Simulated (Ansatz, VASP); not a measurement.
# AlAs: VASP beside Ansatz

Aim: how closely do two programs agree when they are given the same cell, functional and k mesh? Of the first pair: The structure shown is the start of the Ansatz relaxation below; VASP solves that cell, so the two are compared at the walk's first step.

Program: Ansatz 0.2.0. Level of theory: plane waves, with VASP 6.6.1 beside it; single point at PBEsol. Results are calculated unless marked as measured.

### 1. Starting point

The cell holds 30 atoms: 15 As and 15 Al. Its edges and angles: a = 4.003 Å, b = 5.661 Å, c = 42.321 Å, α = 90.0°, β = 90.0°, γ = 90.0°. It derives from AlAs. As first built, before any earlier steps moved the atoms (in the runner's words): stoichiometric True; symmetric True; series ['110 AlAs', 15, 'atomic planes']. Vacuum lies along c.

### 2. Ansatz: relaxation, PBEsol

Ansatz runs on its PAW soft_1 files.

The two programs are compared at the cell with which this relaxation starts, whose forces are those of its first step.

Input file input.yaml:

```yaml
crystal:
  lattice:
    - [4.0029314883, 0.0, 0.0]
    - [0.0, 5.661, 0.0]
    - [0.0, 0.0, 42.3205204181]
  atoms:
    - { symbol: As, position: [0.5, 0.25, 0.834595607] }
    - { symbol: Al, position: [0.0, 0.0, 0.825143927] }
    - { symbol: Al, position: [0.5, 0.5, 0.783758195] }
    - { symbol: As, position: [0.0, 0.75, 0.783758195] }
    - { symbol: Al, position: [0.0, 0.0, 0.736465162] }
    - { symbol: As, position: [0.5, 0.25, 0.736465162] }
    - { symbol: Al, position: [0.5, 0.5, 0.68917213] }
    - { symbol: As, position: [0.0, 0.75, 0.68917213] }
    - { symbol: Al, position: [0.0, 0.0, 0.641879097] }
    - { symbol: As, position: [0.5, 0.25, 0.641879097] }
    - { symbol: Al, position: [0.5, 0.5, 0.594586065] }
    - { symbol: As, position: [0.0, 0.75, 0.594586065] }
    - { symbol: Al, position: [0.0, 0.0, 0.547293032] }
    - { symbol: As, position: [0.5, 0.25, 0.547293032] }
    - { symbol: Al, position: [0.5, 0.5, 0.5] }
    - { symbol: As, position: [0.0, 0.75, 0.5] }
    - { symbol: Al, position: [0.0, 0.0, 0.452706968] }
    - { symbol: As, position: [0.5, 0.25, 0.452706968] }
    - { symbol: Al, position: [0.5, 0.5, 0.405413935] }
    - { symbol: As, position: [0.0, 0.75, 0.405413935] }
    - { symbol: Al, position: [0.0, 0.0, 0.358120903] }
    - { symbol: As, position: [0.5, 0.25, 0.358120903] }
    - { symbol: Al, position: [0.5, 0.5, 0.31082787] }
    - { symbol: As, position: [0.0, 0.75, 0.31082787] }
    - { symbol: Al, position: [0.0, 0.0, 0.263534838] }
    - { symbol: As, position: [0.5, 0.25, 0.263534838] }
    - { symbol: Al, position: [0.5, 0.5, 0.216241805] }
    - { symbol: As, position: [0.0, 0.75, 0.216241805] }
    - { symbol: Al, position: [0.0, 0.0, 0.174856073] }
    - { symbol: As, position: [0.5, 0.25, 0.165404393] }
kpoints:
  mp_grid: { grid: [6, 4, 1] }
scf:
  occupations: { method: fermi_dirac, width: 0.02 }
  n_extra_bands: 22
hamiltonian:
  xc: pbesol
  pseudopotentials: { kind: paw, azcp: { folder: soft_1 }, xc_functional: pbe }
output:
  forces: true
  write_potential: true
  volumetric_format: []
relax:
  f_tol: 0.03
  max_steps: 45
  constraints: [{ sites: [10, 11, 12, 13, 14, 15, 16, 17, 18, 19] }]
```

Started as:

```
$ ansatz run input.yaml --threads 4 --pin off --max-ram 11264MiB --backend cpu --events-out ev --progress --plain --runs-dir out
```

Numbers of over 12 decimals in the logs are rounded to 6 here.

What it wrote:

```text
scf.n_extra_bands = 22 over 135 filled bands (N_el = 270.0): the run solves 157 bands
Engine: ansatz 0.2.0, aarch64-unknown-linux-gnu
Pseudopotentials: kind: paw
Pseudopotential: As, paw, valence charge 15, recommended cutoff 420 eV (normal), soft_1/As.paw.azcp
Pseudopotential: Al, paw, valence charge 3, recommended cutoff 420 eV (normal), soft_1/Al.paw.azcp
Functional definition: PBEsol
  exchange = pbesol_x
  correlation = pbesol_c
Crystal: 30 atoms, lattice volume = 959.008 Å³
Basis set: ecut = 420 eV, 18875 PW (Γ), exchange–correlation on 54×80×576 points (8 copies of the dense FFT grid, shifted against one another)
Bands: 157, of which v1, the nominal top of the filled ones, is band 135 counted from 1 (134 counted from 0)
Symmetry: 4 space group operations
Space group: Pmm2 (ITA 25), of the structure as read, at distance tolerance 9.9e-5 Å
k-points: 12 of 24 (time reversal used)
Non-local potential: As, projectors of the file, l = 0: 2, l = 1: 2, l = 2: 3, l = 3: 1
Non-local potential: Al, projectors of the file, l = 0: 2, l = 1: 2, l = 2: 1
PAW form: soft (Blöchl's): semilocal exchange-correlation on the pseudo side does not see the compensation charge
PAW frozen core: As, regenerated for the run's functional, and the local potential with it (the file was generated under x = pbe(κ = 0.804, μ = 0.219515), c = pbe(β = 0.066725))
PAW frozen core: Al, regenerated for the run's functional, and the local potential with it (the file was generated under x = pbe(κ = 0.804, μ = 0.219515), c = pbe(β = 0.066725))
PAW one-centre angular grid: As, 590 points (default); XC on 64 Gauss nodes
PAW one-centre angular grid: Al, 110 points (default); XC on 64 Gauss nodes
Initial density: superposition of atomic densities (neutral atoms: chi_scale 0, normalization atom)
Initial wavefunctions: pseudopotential atomic-orbital guess
Functional: x = pbesol(κ = 0.804, μ = 0.123457), c = pbesol(β = 0.046)
SCF iter   1: F=—  HF=-80078.183117 eV  |F-HF|=—  |Δ(HF+E_count)|=         —  Δρ=3.32e-2  dr2=1.57e1  ethr=3.10e-3  ⟨swp⟩=7.0  Hψ=7464  notcnv=0  defer=8
preconditioner: auto → Resta (q_TF=auto, 2.209 Å⁻¹)  ε∞=3.6  [insulator: Δε(μ)=1.849 eV  Ē_g=8.135 eV  σ=0.020 eV  W_gap=1.00  n_scr=180 (ndim 8)  ℏωp=13.1 eV  f_vac=0.265  D(μ)=0.00/eV (n_scr^D=0)  ε∞_Penn≈3.6  vacuum switching on, ρ_ref=4.8e-3 e/Å³]
SCF iter   2: F=—  HF=-80074.499766 eV  |F-HF|=—  |Δ(HF+E_count)|=    3.68e0  Δρ=1.78e-2  dr2=3.89e0  ethr=3.10e-3  ⟨swp⟩=2.8  Hψ=2796  notcnv=0  defer=193
SCF iter   3: F=—  HF=-80073.436029 eV  |F-HF|=—  |Δ(HF+E_count)|=    1.06e0  Δρ=3.07e-3  dr2=1.58e-1  ethr=1.44e-3  ⟨swp⟩=3.8  Hψ=3284  notcnv=0  defer=193
SCF iter   4: F=—  HF=-80073.365850 eV  |F-HF|=—  |Δ(HF+E_count)|=   7.02e-2  Δρ=1.41e-3  dr2=3.20e-2  ethr=5.87e-5  ⟨swp⟩=3.9  Hψ=3485  notcnv=0  defer=193
SCF iter   5: F=—  HF=-80073.375699 eV  |F-HF|=—  |Δ(HF+E_count)|=   9.85e-3  Δρ=5.04e-4  dr2=1.99e-2  ethr=1.19e-5  ⟨swp⟩=2.9  Hψ=2651  notcnv=0  defer=194
SCF iter   6: F=—  HF=-80073.375326 eV  |F-HF|=—  |Δ(HF+E_count)|=   3.74e-4  Δρ=2.31e-4  dr2=1.09e-3  ethr=7.38e-6  ⟨swp⟩=3.1  Hψ=2139  notcnv=0  defer=194
SCF iter   7: F=—  HF=-80073.376154 eV  |F-HF|=—  |Δ(HF+E_count)|=   8.28e-4  Δρ=7.22e-5  dr2=1.83e-4  ethr=4.02e-7  ⟨swp⟩=2.0  Hψ=2603  notcnv=0  defer=194
SCF iter   8: F=—  HF=-80073.376202 eV  |F-HF|=—  |Δ(HF+E_count)|=   4.88e-5  Δρ=2.98e-5  dr2=4.52e-5  ethr=6.76e-8  ⟨swp⟩=2.0  Hψ=2530  notcnv=0  defer=194
SCF iter   9: F=-80073.376205 eV  HF=-80073.376203 eV  |F-HF|=1.41e-6  |Δ(HF+E_count)|=   1.05e-6  Δρ=9.07e-6  dr2=1.66e-6  ethr=8.33e-9  ⟨swp⟩=11.5  Hψ=16720  notcnv=0
SCF 1 converged in 9 iterations: F = -80073.376205 eV  dr2 = 1.66e-6
  greatest PAW one-centre occupation: 0.999 electrons in one spin orbital (limit 2), on the As atom at site 0 (counted from 0), in its partial waves of l = 2
relax step   1: F+E_penalty+E_count = -80073.37620479 eV  Δ(F+E_penalty+E_count) = +0.000e0 eV  max|allowed force component| = 2.481e0 eV/Å  Δτ_max = 0.0000 Å  (9 SCF iters, dr2 threshold 2.25e-5 eV, accepted)
Initial density: handed on by an earlier stage of this run
Initial wavefunctions: those handed on with the density
iter 1 solved again at ethr=6.39e-5 eV; its pass at ethr=3.10e-3 eV (dr2=1.73e-1 eV) is discarded
SCF iter   1: F=—  HF=-80074.238496 eV  |F-HF|=—  |Δ(HF+E_count)|=         —  Δρ=2.99e-3  dr2=1.77e-1  ethr=6.39e-5  ⟨swp⟩=1.9  Hψ=5891  notcnv=0  defer=195
preconditioner: auto → Resta (q_TF=auto, 2.209 Å⁻¹)  ε∞=3.8  [insulator: Δε(μ)=1.185 eV  Ē_g=7.800 eV  σ=0.020 eV  W_gap=1.00  n_scr=180 (ndim 8)  ℏωp=13.1 eV  f_vac=0.276  D(μ)=0.00/eV (n_scr^D=0)  ε∞_Penn≈3.8  vacuum switching on, ρ_ref=4.4e-3 e/Å³]
SCF iter   2: F=—  HF=-80074.219815 eV  |F-HF|=—  |Δ(HF+E_count)|=   1.87e-2  Δρ=1.68e-3  dr2=4.26e-2  ethr=6.39e-5  ⟨swp⟩=3.3  Hψ=2386  notcnv=0  defer=195
[...]
atom  28  As     0.00000000     0.00292661     0.00042876
  atom  29  Al     0.00000000     0.00129858     0.00083021
  atom  30  As    -0.00000000    -0.00120143    -0.00034357
  max |Σ_I F_I| component: 1.04e-4 eV/Å
--- Band table (eV; the first three rows and the last of 12) ---
  k-point 0: bands = [... 131 lower, 2.6569, 2.6626, 2.7187, 2.7272, 4.1183, 4.2831, 4.4635, 4.6649, ... 18 higher]
  k-point 1: bands = [... 131 lower, 2.2927, 2.2989, 2.4078, 2.4086, 4.4319, 4.5698, 4.7737, 5.0193, ... 18 higher]
  k-point 2: bands = [... 131 lower, 1.9797, 1.9828, 2.1904, 2.1963, 4.7139, 4.7634, 4.8729, 5.0156, ... 18 higher]
  k-point 11: bands = [... 131 lower, 1.8535, 1.8867, 2.1814, 2.2114, 4.5221, 4.6112, 4.9648, 5.2632, ... 18 higher]
--- Relaxed structure (6 steps of the walk, 6 accepted, 0 SCFs on fresh bases) ---
  F+E_penalty+E_count = -80074.42887765 eV   max|allowed force component| = 4.536e-3 eV/Å
  atoms:
    - { symbol: As, position: [0.5, 0.280257, 0.837472] }
    - { symbol: Al, position: [0, 0.076766, 0.820112] }
    - { symbol: Al, position: [0.5, 0.493764, 0.786840] }
    - { symbol: As, position: [0.0, 0.745376, 0.783923] }
    - { symbol: Al, position: [0, -0.000764286, 0.736414] }
    - { symbol: As, position: [0.5, 0.252547, 0.737802] }
    - { symbol: Al, position: [0.5, 0.498639, 0.689936] }
    - { symbol: As, position: [0, 0.749365, 0.689203] }
    - { symbol: Al, position: [0, 0.000304353, 0.641937] }
    - { symbol: As, position: [0.5, 0.250891, 0.642189] }
    - { symbol: Al, position: [0.5, 0.500000, 0.594586065] }
    - { symbol: As, position: [0.0, 0.750000, 0.594586065] }
    - { symbol: Al, position: [0.0, 0.0, 0.547293032] }
    - { symbol: As, position: [0.5, 0.250000, 0.547293032] }
    - { symbol: Al, position: [0.5, 0.500000, 0.5] }
    - { symbol: As, position: [0.0, 0.750000, 0.5] }
    - { symbol: Al, position: [0.0, 0.0, 0.452707] }
    - { symbol: As, position: [0.5, 0.250000, 0.452707] }
    - { symbol: Al, position: [0.5, 0.500000, 0.405413935] }
    - { symbol: As, position: [0.0, 0.750000, 0.405413935] }
    - { symbol: Al, position: [0, 0.000304353, 0.358063] }
    - { symbol: As, position: [0.5, 0.250891, 0.357811] }
    - { symbol: Al, position: [0.5, 0.498639, 0.310064] }
    - { symbol: As, position: [0, 0.749365, 0.310797] }
    - { symbol: Al, position: [0, -0.000764286, 0.263586] }
    - { symbol: As, position: [0.5, 0.252547, 0.262198] }
    - { symbol: Al, position: [0.5, 0.493764, 0.213160] }
    - { symbol: As, position: [0, 0.745376, 0.216077] }
    - { symbol: Al, position: [0, 0.076766, 0.179888] }
    - { symbol: As, position: [0.5, 0.280257, 0.162528] }
```

[end of part 1 of 3]

[Lines on the potential files, build, host, timing and source positions are cut from VASP's logs without a mark.]

[Logs are printed without paths, hosts, clocks, repeated set-up lines and the standing remarks that a program may print on its own settings, such as how far it seeks lower states.]

[Hosts, paths, dates, database ids (printed as entryN), source tags and the programs' standing remarks are cut or masked in the printed files.]
